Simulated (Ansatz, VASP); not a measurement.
# K in VASP and in Ansatz

Contents of INCAR:

```
  PREC = Accurate
  ENCUT = 520
  EDIFF = 1E-6
  ISMEAR = 0
  SIGMA = 0.1
  LREAL = False
  LASPH = True
  NELM = 100
  ALGO = Normal
  ISIF = 2
  LWAVE = False
  LCHARG = False
  GGA = PS
  NBANDS = 26
```

File KPOINTS:

```
regular mesh
0
Gamma
  6 6 1
```

POSCAR

```
K
1.0
    4.9794814770      0.0000000000      0.0000000000
   -2.4897407385      4.3123574568      0.0000000000
    0.0000000000      0.0000000000     16.5701321420
K
4
Direct
    0.0000000000      0.0000000000      0.0000000000
    0.3333333300      0.6666666700      0.2500000000
    0.0000000000      0.0000000000      0.5000000000
    0.6666666700      0.3333333300      0.7500000000
```

Input for Ansatz:

```yaml
crystal:
  lattice:
    - [4.979481477, 0.0, 0.0]
    - [-2.4897407385, 4.3123574568, 0.0]
    - [0.0, 0.0, 16.570132142]
  atoms:
    - { symbol: K, position: [0.0, 0.0, 0.0] }
    - { symbol: K, position: [0.33333333, 0.66666667, 0.25] }
    - { symbol: K, position: [0.0, 0.0, 0.5] }
    - { symbol: K, position: [0.66666667, 0.33333333, 0.75] }
basis:
  ecutwfc: 420
kpoints:
  mp_grid: { grid: [6, 6, 1] }
hamiltonian:
  xc: pbesol
scf:
  occupations: { method: gaussian, width: 0.1 }
output:
  forces: true
  stress: true
  eigenvalues: true
```

Alike in both runs: task single point; functional PBEsol; k mesh 6 × 6 × 1; occupations gaussian, width 0.1 eV; no spin polarisation.

|  | VASP | Ansatz |
| --- | --- | --- |
| version | VASP 6.6.1 | Ansatz 0.2.0 |
| potentials or method | VASP PAW PBE potentials, release 64 (K_sv) | scalar-relativistic, plane waves, PAW |
| plane-wave cutoff (eV) | 520 | 420 |
| valence electrons in the cell | 36 | 36 |

|  | VASP | Ansatz | Ansatz less VASP |
| --- | --- | --- | --- |
| gap on the k mesh at the Fermi level (eV) | none | none | - |
| pressure (GPa) | -0.6 | -0.6 | +0.01 |
| largest component of the traceless stress (GPa) | 0.27 | 0.27 | 0.000 |

A gap of «none» marks a metal or a gap that the smearing closes.

Caveats: the k mesh is coarse (spacing up to 0.38 Å⁻¹), so the values aren't converged; the PAW data sets were made with another functional, which shifts forces and pressure a little (VASP).
